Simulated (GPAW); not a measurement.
A run of GPAW 26.7.0:

run.py

```python
import numpy as np
from ase.dft.bandgap import bandgap
from ase.io import read, write
from gpaw import GPAW, PW
from gpaw.response.df import DielectricFunction

atoms = read('POSCAR')

calc = GPAW(mode=PW(500),
            xc='PBE',
            kpts={'size': (6, 6, 3), 'gamma': True},
            occupations={'name': 'fermi-dirac', 'width': 0.001},
            nbands=31,
            convergence={'density': 1e-06},
            maxiter=150,
            txt='gpaw.txt')
atoms.calc = calc
energy = atoms.get_potential_energy()
calc.write('gs.gpw')
write('result.traj', atoms)
print(f'Energy: {energy:.6f} eV')
print('Fermi level:', round(calc.get_fermi_level(), 4), 'eV')
print(f'Gap: {bandgap(calc)[0]:.4f} eV, direct: {bandgap(calc, direct=True)[0]:.4f} eV')

for size in [(8, 8, 4)]:
    name = 'x'.join(str(n) for n in size)
    dense = calc.fixed_density(kpts={'size': size, 'gamma': True},
                               nbands=64, convergence={'bands': 58, 'eigenstates': 1e-7},
                               update_fermi_level=True, txt=f'dense-{name}.txt')
    dense.write(f'{name}.gpw', mode='all')
    df = DielectricFunction(f'{name}.gpw', frequencies=np.array([0.0]), hilbert=False, eta=0.001,
                            ecut=80, nbands=58, intraband=False, txt=f'df-{name}.txt')
    for xc in ['RPA']:
        for direction in ['x', 'y', 'z', [0, 1, 1], [1, 0, 1], [1, 1, 0]]:
            e0, e = df.get_macroscopic_dielectric_constant(xc=xc, direction=direction)
            print(f'{name} {xc} {direction}: {e0:.4f} without, {e:.4f} with local fields')
```

POSCAR

```
CdSe
1.0
    4.3000000000      0.0000000000      0.0000000000
   -2.1500000000      3.7239092400      0.0000000000
    0.0000000000      0.0000000000      7.2306000000
Cd Se
2 2
Direct
    0.6666666667      0.3333333333      0.5000000000
    0.3333333333      0.6666666667      0.0000000000
    0.6666666667      0.3333333333      0.8850000000
    0.3333333333      0.6666666667      0.3850000000
```

Potentials or basis: GPAW PAW data sets (gpaw-data 1.2.1), pw.

The run is started by

```bash
$ OMP_NUM_THREADS=1 python run.py
```

Hardware: 1 thread of Intel(R) Xeon(R) Processor @ 2.50GHz (Skylake/Cascade Lake), with other jobs on the host.

**Question.** How long does it take, and how much memory?

**Answer.** Run time: 13 min on 1 thread of Intel(R) Xeon(R) Processor @ 2.50GHz (Skylake/Cascade Lake) (shared host), peak memory 0.72 GiB. Counts: scf iterations 25, plane waves 2961, bands 31, k points 34.
